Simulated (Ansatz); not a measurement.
**Guessed and relaxed cells of MgO**

The cell of MgO is invented: random cell by space group and Wyckoff sites (P4/mmm, No. 123). Lengths were set from tabulated atomic sizes, so they are only a guess.

start.cif

```cif
data_structure
_symmetry_space_group_name_H-M 'P4/mmm'
_symmetry_Int_Tables_number 123
_cell_length_a 2.7703
_cell_length_b 2.7703
_cell_length_c 3.1478
_cell_angle_alpha 90.000
_cell_angle_beta 90.000
_cell_angle_gamma 90.000
_cell_volume 24.16
loop_
_atom_site_label
_atom_site_type_symbol
_atom_site_symmetry_multiplicity
_atom_site_Wyckoff_symbol
_atom_site_fract_x
_atom_site_fract_y
_atom_site_fract_z
_atom_site_occupancy
Mg1 Mg 1 a 0.00000 0.00000 0.00000 1
O1 O 1 d 0.50000 0.50000 0.50000 1
```

Theory: Ansatz 0.2.0, DFT PBE, scalar-relativistic, plane waves, PAW. Cutoff 420 eV, Gaussian smearing, Γ-centred meshes. Cell and atoms relax first on a coarse mesh and then on a converged one. In between, the cell is made exact in the group found at 0.06 Å. The steps can't lower the symmetry of their start. No spin polarisation in the relaxation; trial moments died out in a coarse test.

end.cif

```cif
data_structure
_symmetry_space_group_name_H-M 'Pm-3m'
_symmetry_Int_Tables_number 221
_cell_length_a 2.6597
_cell_length_b 2.6597
_cell_length_c 2.6597
_cell_angle_alpha 90.000
_cell_angle_beta 90.000
_cell_angle_gamma 90.000
_cell_volume 18.81
loop_
_atom_site_label
_atom_site_type_symbol
_atom_site_symmetry_multiplicity
_atom_site_Wyckoff_symbol
_atom_site_fract_x
_atom_site_fract_y
_atom_site_fract_z
_atom_site_occupancy
Mg1 Mg 1 a 0.00000 0.00000 0.00000 1
O1 O 1 b 0.50000 0.50000 0.50000 1
```

The symmetry goes from P4/mmm (No. 123) to Pm-3m (No. 221). The end has the caesium chloride type. The volume per atom shrinks by 22.1 %, from 12.1 to 9.4 Å³. The shortest distance goes from 2.51 Å (Mg–O) to 2.30 Å (Mg–O). The energy falls by about 0.38 eV/atom (the start's value is from the coarse mesh).

```json
{
 "Volume per atom": "9.41 Å³",
 "Density": "3.56 g/cm³",
 "Formation energy": "−1.933 eV/atom",
 "Gap on the 10×10×10 mesh of the 2-atom cell": "2.27 eV"
}
```

The zero of energy is the elements' standard structures at the same level (O₂ as a molecule); no fitted shifts are applied. It lies below the elements, which doesn't yet make it stable against other compounds or structures.

The last run used Gaussian smearing of 0.02 eV. Kohn–Sham gaps at this level usually fall short of measured ones. A later test with randomly moved atoms led to a structure 602 meV/atom lower, so this end is a saddle point or a shallow minimum. In all, the 3 runs took 11 s on 1 thread of Arm Neoverse V1, on a shared host.
